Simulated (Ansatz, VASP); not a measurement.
# Cross-check of CdSe between VASP and Ansatz, part 2 of 2

Wanted: the spread between two codes on one cell, functional and k mesh.

VASP 6.6.1 and Ansatz 0.2.0.

So far: The structure; Ansatz: G0W0 gap, PBE.

## (3) VASP: G0W0 gap, PBE

Level of this step: G0W0 on PBE; plane waves and PAW (Cd_GW, Se_GW) (VASP).

The same cell, functional and mesh now go to VASP, with its own data sets and cutoff.

Lines of VASP's logs that name or quote its potential files are left out, and so is its time.

The run reads the wave functions of an earlier VASP run, which isn't shown here.

INCAR reads:

```
SYSTEM = CdSe
PREC = Accurate
ENCUT = 300
ISMEAR = 0
SIGMA = 0.01
LREAL = .FALSE.
GGA = PE
NBANDS = 176
ALGO = EVGW0
NELMGW = 1
ENCUTGW = 120
NOMEGA = 48
PRECFOCK = Fast
NBANDSGW = 24
LWAVE = .FALSE.
LCHARG = .FALSE.
```

POSCAR reads:

```
CdSe
1.0
    0.0000000000      3.0702711986      3.0702711986
    3.0702711986      0.0000000000      3.0702711986
    3.0702711986      3.0702711986      0.0000000000
Cd Se
1 1
Direct
    0.0000000000      0.0000000000      0.0000000000
    0.2500000000      0.2500000000      0.2500000000
```

KPOINTS reads:

```
Automatic mesh
0
Gamma
4 4 4
0 0 0
```

The projector-augmented-wave data sets are Cd_GW and Se_GW (PBE family, release 64).

The run is started by

```
> mpirun -np 8 vasp_std
```

Numbers of over 12 decimals in the logs are rounded to 6 here.

The log of the run:

```text
[banner, memory and clock lines left out]
running    8 mpi-ranks, on    1 nodes
 distrk:  each k-point on    8 cores,    1 groups
 distr:  one band on    1 cores,    8 groups

 POSCAR found type information on POSCAR CdSe
 POSCAR found :  2 types and       2 ions
|                                                                             |
|           W    W    AA    RRRRR   N    N  II  N    N   GGGG   !!!           |
|           W    W   A  A   R    R  NN   N  II  NN   N  G    G  !!!           |
|           W    W  A    A  R    R  N N  N  II  N N  N  G       !!!           |
|           W WW W  AAAAAA  RRRRR   N  N N  II  N  N N  G  GGG   !            |
|           WW  WW  A    A  R   R   N   NN  II  N   NN  G    G                |
|           W    W  A    A  R    R  N    N  II  N    N   GGGG   !!!           |
|                                                                             |
|     For optimal performance we recommend to set                             |
|       NCORE = 2 up to number-of-cores-per-socket                            |
|     NCORE specifies how many cores store one orbital (NPAR=cpu/NCORE).      |
|     This setting can greatly improve the performance of VASP for DFT.       |
|     The default, NCORE=1 might be grossly inefficient on modern             |
|     multi-core architectures or massively parallel machines. Do your        |
|     Unfortunately you need to use the default for GW and RPA                |
|     calculations (for HF NCORE is supported but not extensively tested      |
|     yet).                                                                   |
|                                                                             |

|                                                                             |
|           W    W    AA    RRRRR   N    N  II  N    N   GGGG   !!!           |
|           W    W   A  A   R    R  NN   N  II  NN   N  G    G  !!!           |
|           W    W  A    A  R    R  N N  N  II  N N  N  G       !!!           |
|           W WW W  AAAAAA  RRRRR   N  N N  II  N  N N  G  GGG   !            |
|           WW  WW  A    A  R   R   N   NN  II  N   NN  G    G                |
|           W    W  A    A  R    R  N    N  II  N    N   GGGG   !!!           |
|                                                                             |
|     The default for ENCUTGWSOFT is different in this version of VASP.       |
|     please manually set ENCUTGWSOFT =120 in the INCAR file.                 |
|                                                                             |

 LDA part: xc-table for (Slater+PW92), standard interpolation
 found WAVECAR, reading the header
 POSCAR, INCAR and KPOINTS ok, starting setup
 FFT: planning ... GRIDC
 FFT: planning ... GRID_SOFT
 FFT: planning ... GRID
 reading WAVECAR
 the WAVECAR file was read successfully
 initial charge from wavefunction
 available memory per node:     93.32 GB, setting MAXMEM to     95562

 The Fermi energy was updated, please check that it is located mid-gap
 values below the HOMO (VB) or above the LUMO (CB) will cause erroneous energies
 E-fermi :   2.1461

 calculate exact exchange contribution
 the WAVEDER file was read successfully
|                                                                             |
|           W    W    AA    RRRRR   N    N  II  N    N   GGGG   !!!           |
|           W    W   A  A   R    R  NN   N  II  NN   N  G    G  !!!           |
|           W    W  A    A  R    R  N N  N  II  N N  N  G       !!!           |
|           W WW W  AAAAAA  RRRRR   N  N N  II  N  N N  G  GGG   !            |
|           WW  WW  A    A  R   R   N   NN  II  N   NN  G    G                |
|           W    W  A    A  R    R  N    N  II  N    N   GGGG   !!!           |
|                                                                             |
|     Automatic setting of frequency mesh for GW failed. Frequency mesh       |
|     properly not suitable for determining QP energies. Consider             |
|     increasing number of kpoints.                                           |
|                                                                             |

energies w=
    0.000    0.000    0.243    0.000    0.486    0.000    0.726    0.000
    0.964    0.000    1.197    0.000    1.427    0.000    1.653    0.000
    1.875    0.000    2.092    0.000    2.305    0.000    2.515    0.000
    2.723    0.000    2.927    0.000    3.130    0.000    3.332    0.000
    3.534    0.000    3.737    0.000    3.942    0.000    4.148    0.000
    4.359    0.000    4.575    0.000    4.797    0.000    5.028    0.000
    5.268    0.000    5.520    0.000    5.785    0.000    6.067    0.000
    6.370    0.000    6.697    0.000    7.052    0.000    7.443    0.000
    7.876    0.000    8.362    0.000    8.913    0.000    9.545    0.000
   10.281    0.000   11.152    0.000   12.200    0.000   13.492    0.000
   15.122    0.000   17.245    0.000   20.126    0.000   24.252    0.000
   30.638    0.000   41.800    0.000   66.173    0.000  160.328    0.000
 responsefunction array rank=     192
 LDA part: xc-table for (Slater+PW92), standard interpolation

 min. memory requirement per mpi rank    121.5 MB, per node    972.3 MB

 allocating   6 responsefunctions rank=   192
 shmem allocating  48 responsefunctions rank=   192
 response function shared by NCSHMEM nodes    1
 Doing            6  frequencies on each core in blocks of           48
NQ=   1    0.0000    0.0000    0.0000,
|.........|.........|.........|.........|.........|.........|.........|.........
 performed        259000 updates of chi_q(r,r)
 total number of BLAS operations         59.40 Gflops
NQ=   2    0.2500    0.0000    0.0000,
|.........|.........|.........|.........|.........|.........|.........|.........
 performed        755000 updates of chi_q(r,r)
 total number of BLAS operations        171.51 Gflops
NQ=   3    0.5000    0.0000    0.0000,
|.........|.........|.........|.........|.........|.........|.........|.........
 performed       1183000 updates of chi_q(r,r)
 total number of BLAS operations        268.36 Gflops
NQ=   4    0.2500    0.2500    0.0000,
|.........|.........|.........|.........|.........|.........|.........|.........
 performed       1679000 updates of chi_q(r,r)
 total number of BLAS operations        376.50 Gflops
NQ=   5    0.5000    0.2500    0.0000,
|.........|.........|.........|.........|.........|.........|.........|.........
 performed       2361000 updates of chi_q(r,r)
 total number of BLAS operations        541.77 Gflops
NQ=   6   -0.2500    0.2500    0.0000,
|.........|.........|.........|.........|.........|.........|.........|.........
 performed       2975000 updates of chi_q(r,r)
 total number of BLAS operations        683.91 Gflops
NQ=   7    0.5000    0.5000    0.0000,
|.........|.........|.........|.........|.........|.........|.........|.........
 performed       3353000 updates of chi_q(r,r)
 total number of BLAS operations        793.15 Gflops
NQ=   8   -0.2500    0.5000    0.2500,
|.........|.........|.........|.........|.........|.........|.........|.........
 performed       3832000 updates of chi_q(r,r)
 total number of BLAS operations        912.00 Gflops
 resolving degeneracies of screened two electron integrals

 calculate QP shifts <psi_nk| G(iteration)W_0 |psi_nk>: iteration 1
 entering main loop
```

Parts of OUTCAR (step 3):

```text
ion  position               nearest neighbor table
   1  0.000  0.000  0.000-   2 2.66   2 2.66   2 2.66   2 2.66
   2  0.250  0.250  0.250-   1 2.66   1 2.66   1 2.66   1 2.66

  LATTYP: Found a face centered cubic cell.
 ALAT       =     6.1405423972

 Subroutine GETGRP returns: Found 24 space group operations
 (whereof 24 operations were pure point group operations)

The static configuration has the point symmetry T_d .

 Found      8 irreducible k-points:

   k-points           NKPTS =      8   k-points in BZ     NKDIM =     64   number of bands    NBANDS=    176

   dimension x,y,z NGX =    28 NGY =   28 NGZ =   28
   dimension x,y,z NGXF=    56 NGYF=   56 NGZF=   56

   ENCUT  =  300.0 eV  22.05 Ry    4.70 a.u.   6.13  6.13  6.13*2*pi/ulx,y,z

   NELECT =      18.0000    total number of electrons

  energy-cutoff  :      300.00
  volume of cell :       57.88
      direct lattice vectors                 reciprocal lattice vectors
     0.000000000  3.070271199  3.070271199    -0.162852063  0.162852063  0.162852063
     3.070271199  0.000000000  3.070271199     0.162852063 -0.162852063  0.162852063
     3.070271199  3.070271199  0.000000000     0.162852063  0.162852063 -0.162852063

 k-points in reciprocal lattice and weights: Automatic mesh
   0.00000000  0.00000000  0.00000000       0.016
   0.25000000  0.00000000  0.00000000       0.125
   0.50000000  0.00000000  0.00000000       0.062
   0.25000000  0.25000000  0.00000000       0.094
   0.50000000  0.25000000  0.00000000       0.375
  -0.25000000  0.25000000  0.00000000       0.188
   0.50000000  0.50000000  0.00000000       0.047
  -0.25000000  0.50000000  0.25000000       0.094

 E-fermi :   2.1461

 QP shifts <psi_nk| G(iteration)W_0 |psi_nk>: iteration 1
 for sc-GW calculations column KS-energies equals QP-energies in previous step
 and V_xc(KS)=  KS-energies - (<T + V_ion + V_H > + <T+V_H+V_ion>^1  + <V_x>^1)
 k-point   1 :       0.0000    0.0000    0.0000
  band No.  KS-energies  QP-energies   sigma(KS)   V_xc(KS)     V^pw_x(r,r')   Z            occupation Imag(sigma)
    ...
      6      -5.6239      -7.5238     -18.2826     -15.4980     -23.1630       0.6823       2.0000       0.2546
      7       1.8861       1.2550     -13.4796     -12.6050     -15.1997       0.7216       2.0000       0.0939
      8       1.8861       1.2550     -13.4796     -12.6050     -15.1997       0.7216       2.0000       0.0939
      9       1.8861       1.2550     -13.4796     -12.6050     -15.1997       0.7216       2.0000       0.0939
     10       2.4061       2.4137      -9.5789      -9.5890      -5.8523       0.7537       0.0000      -0.1404
     11       7.7958       7.8899      -9.0144      -9.1418      -4.5846       0.7385       0.0000      -0.1224
     12       7.7958       7.8899      -9.0144      -9.1418      -4.5846       0.7385       0.0000      -0.1224
     13       7.7958       7.8899      -9.0144      -9.1418      -4.5846       0.7385       0.0000      -0.1224
    ...

 k-point   2 :       0.2500    0.0000    0.0000
  band No.  KS-energies  QP-energies   sigma(KS)   V_xc(KS)     V^pw_x(r,r')   Z            occupation Imag(sigma)
    ...
      6      -5.6217      -7.5231     -18.2827     -15.4997     -23.1686       0.6832       2.0000       0.2557
      7      -0.7166      -1.4511     -12.1980     -11.1530     -14.2578       0.7029       2.0000       0.0965
      8       1.5045       0.8506     -13.2032     -12.2925     -14.9947       0.7179       2.0000       0.0922
      9       1.5045       0.8506     -13.2032     -12.2925     -14.9947       0.7179       2.0000       0.0922
     10       4.1055       4.1656      -9.8908      -9.9717      -6.0228       0.7433       0.0000      -0.1270
     11       7.7796       7.8204      -9.1906      -9.2465      -4.7639       0.7291       0.0000      -0.1304
     12       8.2993       8.4018      -9.0747      -9.2144      -4.5420       0.7338       0.0000      -0.1320
     13       8.2993       8.4018      -9.0747      -9.2144      -4.5420       0.7338       0.0000      -0.1320
    ...

 k-point   3 :       0.5000    0.0000    0.0000
  band No.  KS-energies  QP-energies   sigma(KS)   V_xc(KS)     V^pw_x(r,r')   Z            occupation Imag(sigma)
    ...
      6      -5.3476      -7.1628     -18.1499     -15.5044     -23.0475       0.6861       2.0000       0.2945
      7      -2.3489      -3.1074     -11.3777     -10.2550     -14.1349       0.6756       2.0000       0.1623
      8       1.1743       0.5030     -12.9982     -12.0583     -14.8778       0.7143       2.0000       0.0919
      9       1.1743       0.5030     -12.9982     -12.0583     -14.8778       0.7143       2.0000       0.0919
     10       4.2164       4.2685      -9.4931      -9.5629      -5.4623       0.7472       0.0000      -0.1300
     11       8.3036       8.3597      -8.8360      -8.9124      -4.3818       0.7350       0.0000      -0.1294
     12       8.3036       8.3597      -8.8360      -8.9124      -4.3818       0.7350       0.0000      -0.1294
     13       9.1979       9.1686      -8.8603      -8.8191      -4.0545       0.7109       0.0000      -0.2029
    ...

 k-point   4 :       0.2500    0.2500    0.0000
  band No.  KS-energies  QP-energies   sigma(KS)   V_xc(KS)     V^pw_x(r,r')   Z            occupation Imag(sigma)
    ...
      6      -5.5969      -7.5013     -18.3183     -15.5333     -23.2050       0.6838       2.0000       0.2549
      7      -0.6348      -1.3614     -12.4819     -11.4513     -14.4659       0.7049       2.0000       0.0906
      8       0.9050       0.2175     -12.7456     -11.7793     -14.6546       0.7115       2.0000       0.0932
      9       0.9050       0.2175     -12.7456     -11.7793     -14.6546       0.7115       2.0000       0.0932
     10       5.0909       5.1805     -10.2141     -10.3359      -6.2945       0.7349       0.0000      -0.1205
     11       6.0973       6.0792      -8.7030      -8.6787      -4.5230       0.7450       0.0000      -0.1164
     12       9.4415       9.5803      -9.4437      -9.6370      -4.6267       0.7180       0.0000      -0.1748
     13       9.4415       9.5803      -9.4437      -9.6370      -4.6267       0.7180       0.0000      -0.1748
    ...

[... 4 further parts left out ...]
```

## (4) Side by side

Known differences besides the potentials themselves: the two programs' PAW sets differ in cores and partial waves; the data sets hold 36 valence electrons in Ansatz (default PAW (the set named soft_2) files) and 18 in VASP; the cutoff is 420 eV in Ansatz and 300 eV in VASP; VASP leaves aspherical gradient terms in its spheres out (LASPH is not set), Ansatz keeps them; Ansatz integrates over frequency by contour deformation, VASP on a grid of NOMEGA points. Total energies have different zeros and are not compared.

The two programs side by side:

```
                 quantity  Ansatz  VASP  difference
G0W0 gap on the mesh (eV)    1.11  1.16       -0.05
    PBE gap under it (eV)    0.54  0.52       +0.02
```

VASP's log warns that its frequency grid doesn't suit quasiparticle energies on this mesh.

## (5) Summary of results

```yaml
difference_in_g0w0_gap_on_the_mesh_g0w0_gap_pbe: -0.050 eV
```

What this shows: The difference in G0W0 gap on the mesh is -0.050 eV (G0W0 gap, PBE), within the 0.15 eV picked in this series as the mark of a large difference. Such differences can come from data sets, numerical settings and the points named under the comparisons, not from the functional's error against experiment.

[Lines on the potential files, build, host, timing and source positions are cut from VASP's logs without a mark.]

[Logs are printed without paths, hosts, clocks, repeated set-up lines and the standing remarks that a program may print on its own settings, such as how far it seeks lower states.]

[Hosts, paths, dates, database ids (printed as entryN), source tags and the programs' standing remarks are cut or masked in the printed files.]
